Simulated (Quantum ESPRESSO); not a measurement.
Crystal: TiSi.

```
CELL_PARAMETERS angstrom
1.81618 -2.11762 0.00000
1.81618 2.11762 0.00000
0.00000 0.00000 3.80393
ATOMIC_POSITIONS crystal
Ti 0.50000 0.50000 0.00000
Si 0.00000 0.00000 0.50000
```

The cell comes from a database or a generator and needn't be the stable form of this composition.

Below is the output of Quantum ESPRESSO 7.5 for this cell. Logs are shortened: lines on timing, memory, paths and dates and some standing lists are left out, and cuts for length are marked.

```text
This program is part of the open-source Quantum ESPRESSO suite
     for quantum simulation of materials; please cite
[... 13 lines left out ...]
     --------------------
     sticks:   dense  smooth     PW     G-vecs:    dense   smooth      PW
     Sum         781     399    133                22771     8065    1541

     Using Slab Decomposition

     bravais-lattice index     =            0
     lattice parameter (alat)  =       5.2719  a.u.
     unit-cell volume          =     197.4544 (a.u.)^3
     number of atoms/cell      =            2
     number of atomic types    =            2
     number of electrons       =        16.00
     number of Kohn-Sham states=           17
     kinetic-energy cutoff     =      45.0000  Ry
     charge density cutoff     =     360.0000  Ry
     scf convergence threshold =      4.0E-10
     mixing beta               =       0.3000
     number of iterations used =            8  plain     mixing
     energy convergence thresh.=      1.0E-05
     force convergence thresh. =      4.0E-04
     press convergence thresh. =      3.0E-01
     Exchange-correlation= SLA  PW   PSX  PSC
                           (   1   4  10   8   0   0   0)
     nstep                     =           40

     Hubbard projectors: ortho-atomic
     Hubbard parameters of DFT+U (Dudarev formulation) in eV:
     U(Ti-3d) =  4.0000

     Internal variables: lda_plus_u =T, lda_plus_u_kind = 0

     Internal variables: orbital_resolved =F, hub_pot_fix =F, apply_U = F

     celldm(1)=   5.271907  celldm(2)=   0.000000  celldm(3)=   0.000000
     celldm(4)=   0.000000  celldm(5)=   0.000000  celldm(6)=   0.000000

     crystal axes: (cart. coord. in units of alat)
               a(1) = (   0.651013  -0.759067   0.000000 )
               a(2) = (   0.651013   0.759067   0.000000 )
               a(3) = (   0.000000   0.000000   1.363528 )

     reciprocal axes: (cart. coord. in units 2 pi/alat)
               b(1) = (  0.768034 -0.658704  0.000000 )
               b(2) = (  0.768034  0.658704 -0.000000 )
               b(3) = ( -0.000000  0.000000  0.733392 )

     PseudoPot. # 1 for Ti read from file:
     ti_pbesol_v1.4.uspp.F.UPF
     Pseudo is Ultrasoft + core correction, Zval = 12.0
     Generated by new atomic code, or converted to UPF format
[... 81 lines left out ...]
     Davidson diagonalization with overlap
     ethr =  1.00E-02,  avg # of iterations =  5.5

     =================== HUBBARD OCCUPATIONS ===================
     ------------------------ ATOM    1 ------------------------
     Tr[ns(  1)] =   1.66916
     eigenvalues:
       0.123  0.129  0.160  0.167  0.256
     eigenvectors (columns):
      -0.000 -0.527 -0.000  0.850  0.000
      -0.000 -0.000 -1.000 -0.000  0.000
      -1.000  0.000  0.000  0.000  0.000
       0.000  0.850 -0.000  0.527 -0.000
       0.000  0.000  0.000 -0.000  1.000
     occupation matrix ns (before diag.):
[... 91 lines left out ...]
     total energy              =    -128.52666325 Ry
     estimated scf accuracy    <       0.00000009 Ry

[... 108 further cycles ...]
     iteration #  6     ecut=    45.00 Ry     beta= 0.30
     Davidson diagonalization with overlap
     ethr =  3.85E-06,  avg # of iterations =  2.5

     negative rho (up, down):  7.122E-04 0.000E+00
[... 76 lines left out ...]
     iteration # 15     ecut=    45.00 Ry     beta= 0.30
     Davidson diagonalization with overlap
     ethr =  1.00E-13,  avg # of iterations =  1.4

     negative rho (up, down):  7.113E-04 0.000E+00

     End of self-consistent calculation

     =================== HUBBARD OCCUPATIONS ===================
     ------------------------ ATOM    1 ------------------------
     Tr[ns(  1)] =   2.55925
     eigenvalues:
       0.129  0.161  0.231  0.246  0.513
     eigenvectors (columns):
       0.241 -0.000 -0.000  0.971  0.000
       0.000 -0.000 -1.000 -0.000  0.000
       0.000  1.000 -0.000 -0.000  0.000
      -0.971  0.000 -0.000  0.241 -0.000
      -0.000 -0.000  0.000 -0.000  1.000
     occupation matrix ns (before diag.):
       0.239 -0.000 -0.000  0.027  0.000
      -0.000  0.231 -0.000  0.000  0.000
      -0.000 -0.000  0.161  0.000  0.000
       0.027  0.000  0.000  0.136 -0.000
       0.000  0.000  0.000 -0.000  0.513

     Number of occupied Hubbard levels =    2.5592

     Number of k-points >= 100: set verbosity='high' to print the bands.

     the Fermi energy is    13.4425 ev

!    total energy              =    -128.52702643 Ry
     estimated scf accuracy    <          3.8E-12 Ry
     smearing contrib. (-TS)   =      -0.00064277 Ry
     internal energy E=F+TS    =    -128.52638366 Ry

     The total energy is F=E-TS. E is the sum of the following terms:
     one-electron contribution =     -46.76735963 Ry
     hartree contribution      =      29.84921402 Ry
     xc contribution           =     -22.26622388 Ry
     ewald contribution        =     -89.59487263 Ry
     Hubbard energy            =       0.25285847 Ry

     convergence has been achieved in  15 iterations

     negative rho (up, down):  7.113E-04 0.000E+00

     Forces acting on atoms (cartesian axes, Ry/au):

     atom    1 type  1   force =     0.00000000    0.00000000    0.00000000
     atom    2 type  2   force =     0.00000000    0.00000000    0.00000000

     Total force =     0.000000     Total SCF correction =     0.000000

     Computing stress (Cartesian axis) and pressure

     negative rho (up, down):  7.113E-04 0.000E+00
          total   stress  (Ry/bohr**3)                   (kbar)     P=        0.04
  -0.00000027   0.00000000   0.00000000           -0.04        0.00        0.00
   0.00000000  -0.00000043   0.00000000            0.00       -0.06        0.00
   0.00000000   0.00000000   0.00000151            0.00        0.00        0.22

=------------------------------------------------------------------------------=
   JOB DONE.
=------------------------------------------------------------------------------=
```

Question: What input gives this log?

Answer: Relaxation of cell and atoms with PBEsol+U, no spin polarisation. The files as run (others can give the same):

pw.in
```
&CONTROL
  calculation = 'vc-relax'
  prefix = 'pwscf'
  outdir = './tmp'
  pseudo_dir = './pseudo'
  tprnfor = .true.
  tstress = .true.
  disk_io = 'low'
  nstep = 40
  forc_conv_thr = 0.0004
  etot_conv_thr = 1d-05
/
&SYSTEM
  ibrav = 0
  A = 2.7897731
  nat = 2
  ntyp = 2
  ecutwfc = 45
  ecutrho = 360
  nbnd = 17
  occupations = 'smearing'
  smearing = 'fd'
  degauss = 0.00367493
/
&ELECTRONS
  conv_thr = 4d-10
  electron_maxstep = 120
  mixing_beta = 0.3
/
&IONS
  ion_dynamics = 'bfgs'
/
&CELL
  cell_dynamics = 'bfgs'
  press = 0
  press_conv_thr = 0.3
/
ATOMIC_SPECIES
Ti    47.8670 ti_pbesol_v1.4.uspp.F.UPF
Si    28.0850 si_pbesol_v1.uspp.F.UPF
CELL_PARAMETERS alat
   0.6510128010   -0.7590667499    0.0000000000
   0.6510128010    0.7590667499    0.0000000000
   0.0000000000    0.0000000000    1.3635280948
ATOMIC_POSITIONS alat
Ti     0.6510128010    0.0000000000    0.0000000000
Si     0.0000000000    0.0000000000    0.6817640474
K_POINTS automatic
10 10 7 0 0 0
HUBBARD {ortho-atomic}
U Ti-3d 4.0
```

Potentials or basis: GBRV 1.5 PBEsol.
The run is started by
```bash
$ OMP_NUM_THREADS=1 mpirun -n 2 pw.x -nk 2 -in pw.in > pw.out
```

Caveat: U without spin polarisation on a metal has little footing; the U is typed as a test and isn't derived for this compound.
